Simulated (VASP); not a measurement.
## InP: single point with revPBE

**Experimental background.**

A printed reference work, data compilation reports, for a bulk crystal of InP at 1.6 K: band gap 1.4236 eV (direct).

Crystal: InP.

```
CELL_PARAMETERS angstrom
0.00000 2.98798 2.98798
2.98798 0.00000 2.98798
2.98798 2.98798 0.00000
ATOMIC_POSITIONS crystal
In 0.00000 0.00000 0.00000
P 0.75000 0.75000 0.75000
```

- Program: VASP 6.6.1
- Task: single point
- Functional: revPBE
- Potentials or basis: VASP PAW PBE potentials, release 64 (In_d, P)
- Cutoff: 520 eV
- k mesh: 8 × 8 × 8
- Occupations: fermi-dirac, width 0.05 eV
- Spin: no spin polarisation

| Property | Result |
| --- | --- |
| Pressure | 0.7 GPa |
| Band gap on the k mesh | 0.49 eV, direct |

Levels at points of the mesh, in eV from the valence-band top:
```csv
k point,band 5,band 6,band 7,band 8,band 9,band 10,band 11,band 12,band 13,band 14
"(0.00, 0.00, 0.00)",-13.97,-11.11,0.00,0.00,0.00,0.49,4.12,4.12,4.12,8.49
"(0.50, 0.00, 0.00)",-13.96,-9.58,-5.39,-0.88,-0.88,1.43,4.83,4.83,7.09,9.36
"(0.50, 0.50, 0.00)",-13.95,-8.99,-5.47,-2.12,-2.12,1.95,2.32,8.97,9.26,9.26
```

It took 25 s on 1 thread of AMD EPYC 7R13 Processor (Zen 3) (shared host), peak memory 0.15 GiB.

Measured gap of InP: 1.4236 eV (direct; 1.6 K; a printed reference work, data compilation). This calculation gives 0.49 eV (-0.93 eV). Spin-orbit coupling on In is left out. The value is that of revPBE, without temperature or zero-point motion. Semilocal functionals fall short of measured gaps as a rule.

Caveat: the PAW data sets were made with another functional, which shifts forces and pressure a little; spin-orbit coupling is left out, which moves the levels of the heavy elements.
